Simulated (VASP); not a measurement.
# TiO2 (Anatase) (I4_1/amd) in VASP: a series of runs

One crystal, TiO2 (Anatase), is run at these levels: LDA; tasks: single point.

Program: VASP 6.6.1. These are calculated values, not measurements. Logs are shortened: lines on timing, memory, paths and dates and some standing lists are left out, and cuts for length are marked.

## (1) Starting point

Symmetry: I4_1/amd, No. 141, tetragonal system. Conventional cell: a = 3.720 Å, b = 3.720 Å, c = 9.353 Å, α = 90.00°, β = 90.00°, γ = 90.00°. Ti (site symmetry -4m2) is surrounded by 6 O at 1.90 to 1.95 Å. Around O (site symmetry 2mm) lie 3 Ti at 1.90 to 1.95 Å.

## (2) Single point, LDA

Contents of INCAR:

```
SYSTEM = TiO2
PREC = Accurate ; ENCUT = 520
EDIFF = 1E-6 ; ISMEAR = 0
SIGMA = 0.01 ; LREAL = .FALSE.
LASPH = .TRUE. ; NELM = 100
ALGO = Fast ; ISIF = 2
LWAVE = .FALSE. ; LCHARG = .FALSE.
GGA = CA ; NBANDS = 33
```

Contents of KPOINTS:

```
regular mesh
0
G
  6 6 6
  0 0 0
```

Contents of POSCAR:

```
TiO2
1.0
   -1.8600243119      1.8600243119      4.6766522166
    1.8600243119     -1.8600243119      4.6766522166
    1.8600243119      1.8600243119     -4.6766522166
Ti O
2 4
Direct
    0.0000000000      0.0000000000      0.0000000000
    0.7500000000      0.2500000000      0.5000000000
    0.2081000000      0.2081000000      0.0000000000
    0.9581000000      0.4581000000      0.5000000000
    0.5419000000      0.0419000000      0.5000000000
    0.7919000000      0.7919000000      0.0000000000
```

Potentials or basis: VASP PAW LDA potentials, release 64 (Ti_sv, O).

Launch:

```
> cat potpaw_LDA.64/Ti_sv/POTCAR potpaw_LDA.64/O/POTCAR > POTCAR
> mpirun -np 1 vasp_std > vasp.out
```

OUTCAR:

```text
SYSTEM = TiO2
   PREC = Accurate
   ENCUT = 520
   EDIFF = 1E-6
   ISMEAR = 0
   LREAL = .FALSE.
   LASPH = .TRUE.
   NELM = 100
   ISIF = 2
   GGA = CA

 ion  position               nearest neighbor table
   1  0.000  0.000  0.000-   4 1.90   5 1.90   5 1.90   4 1.90   3 1.95   6 1.95
   2  0.750  0.250  0.500-   3 1.90   6 1.90   6 1.90   3 1.90   4 1.95   5 1.95
   3  0.208  0.208  0.000-   2 1.90   2 1.90   1 1.95
   4  0.958  0.458  0.500-   1 1.90   1 1.90   2 1.95
   5  0.542  0.042  0.500-   1 1.90   1 1.90   2 1.95
   6  0.792  0.792  0.000-   2 1.90   2 1.90   1 1.95

  LATTYP: Found a body centered tetragonal cell.
 ALAT       =     3.7200486238
 C/A-ratio  =     2.5142962846

  Lattice vectors:

 A1 = (  -1.8600243119,   1.8600243119,   4.6766522166)
 A2 = (   1.8600243119,  -1.8600243119,   4.6766522166)
 A3 = (   1.8600243119,   1.8600243119,  -4.6766522166)

Analysis of symmetry for initial positions (statically):
=====================================================================
 Subroutine PRICEL returns:
 Original cell was already a primitive cell.

 Routine SETGRP: Setting up the symmetry group for a
 body centered tetragonal supercell.

 Subroutine GETGRP returns: Found 16 space group operations
 (whereof  8 operations were pure point group operations)
 out of a pool of 16 trial point group operations.

The static configuration has the point symmetry D_2d.
 The point group associated with its full space group is D_4h.

Analysis of symmetry for dynamics (positions and initial velocities):
=====================================================================
 Subroutine PRICEL returns:
 Original cell was already a primitive cell.

 Routine SETGRP: Setting up the symmetry group for a
 body centered tetragonal supercell.

 Subroutine GETGRP returns: Found 16 space group operations
 (whereof  8 operations were pure point group operations)
 out of a pool of 16 trial point group operations.

The dynamic configuration has the point symmetry D_2d.
 The point group associated with its full space group is D_4h.

 Subroutine INISYM returns: Found 16 space group operations
 (whereof  8 operations are pure point group operations),
 and found     1 'primitive' translations

----------------------------------------------------------------------------------------

                                     Primitive cell

  volume of cell :      64.7191

  direct lattice vectors                    reciprocal lattice vectors
    -1.860024312  1.860024312  4.676652217     0.000000000  0.268813691  0.106914087
     1.860024312 -1.860024312  4.676652217     0.268813691  0.000000000  0.106914087
     1.860024312  1.860024312 -4.676652217     0.268813691  0.268813691  0.000000000

  length of vectors
     5.365673941  5.365673941  5.365673941     0.289294698  0.289294698  0.380159967

  position of ions in fractional coordinates (direct lattice)
     0.000000000  0.000000000  0.000000000
     0.750000000  0.250000000  0.500000000
     0.208100000  0.208100000  0.000000000
     0.958100000  0.458100000  0.500000000
     0.541900000  0.041900000  0.500000000
     0.791900000  0.791900000  0.000000000

  ion indices of the primitive-cell ions
   primitive index   ion index
                 1           1
                 2           2
                 3           3
                 4           4
                 5           5
                 6           6

----------------------------------------------------------------------------------------

 KPOINTS: regular mesh

Automatic generation of k-mesh.
 Grid dimensions read from file:
 generate k-points for:    6    6    6

 Generating k-lattice:

  Cartesian coordinates                     Fractional coordinates (reciprocal lattice)
     0.000000000  0.044802282  0.017819014     0.166666667  0.000000000  0.000000000
     0.044802282  0.000000000  0.017819014     0.000000000  0.166666667  0.000000000
     0.044802282  0.044802282  0.000000000     0.000000000  0.000000000  0.166666667

  Length of vectors
     0.048215783  0.048215783  0.063359995

  Shift w.r.t. Gamma in fractional coordinates (k-lattice)
     0.000000000  0.000000000  0.000000000

 Subroutine IBZKPT returns following result:
 ===========================================

 Found     30 irreducible k-points:

 Following reciprocal coordinates:
            Coordinates               Weight
  0.000000  0.000000  0.000000      1.000000
  0.166667  0.000000  0.000000      8.000000
  0.333333  0.000000  0.000000      8.000000
  0.500000  0.000000  0.000000      4.000000
  0.166667  0.166667 -0.000000      8.000000
  0.333333  0.166667  0.000000     16.000000
[... 16 lines left out ...]
 -0.333333 -0.333333  0.166667      8.000000
 -0.166667 -0.333333  0.166667      8.000000
 [... further k-points ...]
   k-points           NKPTS =     30   k-points in BZ     NKDIM =     30   number of bands    NBANDS=     33
   number of dos      NEDOS =    301   number of ions     NIONS =      6
   total plane-waves  NPLWV =  64000
   dimension x,y,z NGX =    40 NGY =   40 NGZ =   40
   dimension x,y,z NGXF=    80 NGYF=   80 NGZF=   80
   ions per type =               2   4
   NGX,Y,Z   is equivalent  to a cutoff of  12.39, 12.39, 12.39 a.u.
   NGXF,Y,Z  is equivalent  to a cutoff of  24.79, 24.79, 24.79 a.u.
 SYSTEM =  TiO2
   PREC   = accura    normal or accurate (medium, high low for compatibility)
   ISTART =      0    job   : 0-new  1-cont  2-samecut
   ICHARG =      2    charge: 1-file 2-atom 10-const
   ISPIN  =      1    spin polarized calculation?
   LNONCOLLINEAR =      F non collinear calculations
   LSORBIT =      F    spin-orbit coupling
   LASPH  =      T    aspherical Exc in radial PAW
   ENCUT  =  520.0 eV  38.22 Ry    6.18 a.u.   9.98  9.98  9.98*2*pi/ulx,y,z
   NELM   =    100;   NELMIN=  2; NELMDL= -5     # of ELM steps
   EDIFF  = 0.1E-05   stopping-criterion for ELM
   LREAL  =      F    real-space projection
   EDIFFG = 0.1E-04   stopping-criterion for IOM
   NSW    =      0    number of steps for IOM
   IBRION =     -1    ionic relax: 0-MD 1-quasi-New 2-CG
   NFREE  =      0    steps in history (QN), initial steepest desc. (CG)
   ISIF   =      2    stress and relaxation
   ISYM   =      2    0-nonsym 1-usesym 2-fastsym
   POTIM  = 0.5000    time-step for ionic-motion
   TEBEG  =    0.0;   TEEND  =   0.0 temperature during run
   PSTRESS=    0.0 pullay stress
   NELECT =      48.0000    total number of electrons
   NUPDOWN=      -1.0000    fix difference up-down
   EMIN   =  10.00;   EMAX   =-10.00  energy-range for DOS
   EFERMI =   0.00;   METHOD = LEGACY
   ISMEAR =     0;   SIGMA  =   0.01  broadening in eV -4-tet -1-fermi 0-gaus
   EFERMI_NEDOS =   21; number of points for ismear=-14 and -15
   IALGO  =     68    algorithm
   IMIX   =      4    mixing-type and parameters
     AMIX     =   0.40;   BMIX     =  1.00
     AMIX_MAG =   1.60;   BMIX_MAG =  1.00
  volume/ion in A,a.u.               =      10.79        72.79
  Fermi-wavevector in a.u.,A,eV,Ry     =   1.481874  2.800335 29.877702  2.195949
  Thomas-Fermi vector in A             =   2.595730
   LORBIT       =      0    0 simple, 1 ext, 2 COOP (PROOUT), +10 PAW based schemes
   GGA     = CA    functional components
   LHFCALC =     F    Hartree Fock is set to
   AEXX    =    0.0000 exact exchange contribution
   IVDW    =     0    specifies the selected vdW correction
   LEPSILON=     F    determine dielectric tensor
   LRPA    =     F    only Hartree local field effects (RPA)
 non-spin polarized calculation
 RMM-DIIS sequential band-by-band and
 Gauss-broadening in eV      SIGMA  =   0.01
  energy-cutoff  :      520.00
  volume of cell :       64.72
 maximum number of plane-waves:      1782
   NGX = 19   NGY = 19   NGZ = 19

 number of electron      48.0000000 magnetization

 Free energy of the ion-electron system (eV)
  ---------------------------------------------------
  ext. energy  EPLUGINS =         0.00000000
  ---------------------------------------------------
  free energy    TOTEN  =       -58.79840901 eV

  energy without entropy =      -58.79840901  energy(sigma->0) =      -58.79840901

 E-fermi :   3.6238     XC(G=0): -11.6050

 val. band max:        3.5324884580   @ k =   0.5000   0.5000   0.0000
 cond. band min:       5.6707637005   @ k =   0.0000   0.0000   0.0000
 fundamental gap:      2.1382752425
 Fermi energy:         3.6238498049

 k-point     1 :       0.0000    0.0000    0.0000
  band No.  band energies     occupation
      1     -51.8895      2.00000
      2     -51.8065      2.00000
      3     -28.8596      2.00000
      4     -28.5528      2.00000
      5     -28.5528      2.00000
      6     -28.4609      2.00000
[... 25 lines left out ...]
     32       9.3903      0.00000
     33      11.0383      0.00000

 k-point     2 :       0.1667    0.0000    0.0000
  band No.  band energies     occupation
      1     -51.8846      2.00000
      2     -51.8098      2.00000
      3     -28.8503      2.00000
      4     -28.5962      2.00000
      5     -28.5560      2.00000
      6     -28.4782      2.00000
[... 25 lines left out ...]
     32       9.6579      0.00000
     33      11.6954      0.00000

 k-point     3 :       0.3333    0.0000    0.0000
  band No.  band energies     occupation
      1     -51.8730      2.00000
      2     -51.8182      2.00000
      3     -28.8325      2.00000
      4     -28.6792      2.00000
      5     -28.5614      2.00000
      6     -28.5023      2.00000
[... 25 lines left out ...]
     32      10.1629      0.00000
     33      13.0827      0.00000

 k-point     4 :       0.5000    0.0000    0.0000
  band No.  band energies     occupation
      1     -51.8655      2.00000
      2     -51.8241      2.00000
      3     -28.8222      2.00000
      4     -28.7228      2.00000
      5     -28.5637      2.00000
      6     -28.5067      2.00000
[... 673 lines left out ...]
     32      10.1481      0.00000
     33      13.4150      0.00000

 k-point    23 :      -0.3333   -0.3333    0.1667
  band No.  band energies     occupation
      1     -51.8644      2.00000
      2     -51.8285      2.00000
      3     -28.7598      2.00000
      4     -28.6503      2.00000
      5     -28.5884      2.00000
      6     -28.5010      2.00000
[... 25 lines left out ...]
     32      10.4733      0.00000
     33      12.7116      0.00000

 k-point    24 :      -0.1667   -0.3333    0.1667
  band No.  band energies     occupation
      1     -51.8747      2.00000
      2     -51.8198      2.00000
      3     -28.7936      2.00000
      4     -28.6152      2.00000
      5     -28.5687      2.00000
      6     -28.4687      2.00000
[... 25 lines left out ...]
     32      10.6302      0.00000
     33      12.0049      0.00000

 [... further k-points ...]

------------------------ aborting loop because EDIFF is reached ----------------------------------------

  FORCE on cell =-STRESS in cart. coord.  units (eV):
  Direction    XX          YY          ZZ          XY          YZ          ZX
  --------------------------------------------------------------------------------------
  -------------------------------------------------------------------------------------
  Total        2.4392639      2.4392639      3.1283213      0.0000000      0.0000000      0.0000000
  in kB       60.3861116     60.3861116     77.4443299      0.0000000      0.0000000      0.0000000
  external PRESSURE =      66.0721844 kB  Pullay stress =       0.0000000 kB

 VOLUME and BASIS-vectors are now :
 -----------------------------------------------------------------------------
  energy-cutoff  :      520.00
  volume of cell :       64.72
      direct lattice vectors                 reciprocal lattice vectors
    -1.860024312  1.860024312  4.676652217     0.000000000  0.268813691  0.106914087
     1.860024312 -1.860024312  4.676652217     0.268813691  0.000000000  0.106914087
     1.860024312  1.860024312 -4.676652217     0.268813691  0.268813691  0.000000000

 POSITION                                       TOTAL-FORCE (eV/Angst)
 -----------------------------------------------------------------------------------
      0.00000      0.00000      0.00000        -0.000000     -0.000000      0.000000
      0.00000      1.86002      2.33833        -0.000000     -0.000000      0.000000
      0.00000      0.00000      1.94642        -0.000000     -0.000000      0.235589
      0.00000      1.86002      4.28475         0.000000      0.000000      0.235589
     -0.00000      1.86002      0.39190        -0.000000     -0.000000     -0.235589
      0.00000      0.00000      7.40688         0.000000      0.000000     -0.235589
 -----------------------------------------------------------------------------------
    total drift:                                0.000000      0.000000     -0.000000

  FREE ENERGIE OF THE ION-ELECTRON SYSTEM (eV)
  ---------------------------------------------------
  free  energy   TOTEN  =       -58.7984090066 eV

  energy  without entropy=      -58.7984090066  energy(sigma->0) =      -58.79840901
```

It took 2 min on 1 thread of AMD EPYC 9R45 (Zen 5), shared host; peak memory 0.19 GiB.

Results:

- Free energy: -58.7984 eV
- Pressure: 6.6 GPa
- Largest force: 0.236 eV/Å
- Band gap on the k mesh: 2.14 eV, indirect (least direct gap 2.46 eV)

Forces in eV/Å, atoms in the order of the input:
```
Ti   0.000  0.000  0.000
Ti   0.000  0.000  0.000
O    0.000  0.000  0.236
O    0.000  0.000  0.236
O    0.000  0.000 -0.236
O    0.000  0.000 -0.236
```

Stress tensor (GPa, compression positive):
```
6.04 0.00 0.00
0.00 6.04 0.00
0.00 0.00 7.74
```

Levels at points of the mesh, in eV from the valence-band top:
```tsv
k point	band 21	band 22	band 23	band 24	band 25	band 26	band 27	band 28
(0.00, 0.00, 0.00)	-0.68	-0.68	-0.49	-0.49	2.14	2.99	4.25	4.25
(0.50, 0.00, 0.00)	-2.05	-1.03	-0.73	-0.60	3.40	3.76	3.79	3.91
(0.50, 0.50, 0.00)	-2.17	-2.17	0.00	0.00	3.55	3.55	4.09	4.09
(0.50, 0.50, 0.50)	-1.24	-1.24	-0.06	-0.06	2.55	2.55	4.01	4.01
```

A k mesh can miss the band edges. Expect the measured gap to be larger: semilocal functionals such as LDA lack the derivative discontinuity.

## (3) Single point, LDA

This run uses another cell than the first one, of 11.47 Å³/atom, 1.063 times its volume.

Contents of INCAR:

```
PREC = Accurate
ENCUT = 520
EDIFF = 1E-6
ISMEAR = 0
SIGMA = 0.01
LREAL = F
LASPH = T
NELM = 100
ALGO = Fast
ISIF = 2
LWAVE = F
LCHARG = F
NBANDS = 33
```

Contents of KPOINTS:

```
Automatic mesh
0
Gamma
  6 6 6
```

POSCAR, as its differences from that of step 2:

```diff
@@ -2,5 +2,5 @@
 1.0
-   -1.8600243119      1.8600243119      4.6766522166
-    1.8600243119     -1.8600243119      4.6766522166
-    1.8600243119      1.8600243119     -4.6766522166
+   -1.8983860927      1.8983860927      4.7731050995
+    1.8983860927     -1.8983860927      4.7731050995
+    1.8983860927      1.8983860927     -4.7731050995
 Ti O
```

Potentials or basis: VASP PAW LDA potentials, release 64 (Ti_sv, O).

Launch:

```
> cat potpaw_LDA.64/Ti_sv/POTCAR potpaw_LDA.64/O/POTCAR > POTCAR
> mpirun -np 1 vasp_std > vasp.out
```

Run time: 2.3 min. Hardware: 1 thread of AMD EPYC 9R45 (Zen 5), shared host; peak memory 0.2 GiB.

Results (log left out):

| Quantity | Value |
| --- | --- |
| Free energy | -58.7819 eV |
| Pressure | -7.6 GPa |
| Largest force | 0.147 eV/Å |
| Band gap on the k mesh | 2.01 eV, indirect (least direct gap 2.33 eV) |

Forces in eV/Å, atoms in the order of the input:
```
Ti   0.000  0.000  0.000
Ti   0.000  0.000  0.000
O    0.000  0.000 -0.147
O    0.000  0.000 -0.147
O    0.000  0.000  0.147
O    0.000  0.000  0.147
```

Stress tensor (GPa, compression positive):
```
-7.89  0.00  0.00
 0.00 -7.89  0.00
 0.00  0.00 -7.09
```

Levels at points of the mesh, in eV from the valence-band top:
```tsv
k point	band 20	band 21	band 22	band 23	band 24	band 25	band 26	band 27	band 28	band 29
(0.00, 0.00, 0.00)	-0.74	-0.74	-0.73	-0.43	-0.43	2.01	2.77	3.90	3.90	3.94
(0.50, 0.00, 0.00)	-1.95	-1.95	-0.93	-0.82	-0.60	3.15	3.46	3.49	3.59	4.23
(0.50, 0.50, 0.00)	-2.62	-2.06	-2.06	0.00	0.00	3.26	3.26	3.75	3.75	4.83
(0.50, 0.50, 0.50)	-1.33	-1.24	-1.24	-0.09	-0.09	2.38	2.38	3.68	3.68	4.17
```

A k mesh can miss the band edges. As with any semilocal functional, this LDA gap is likely too small.
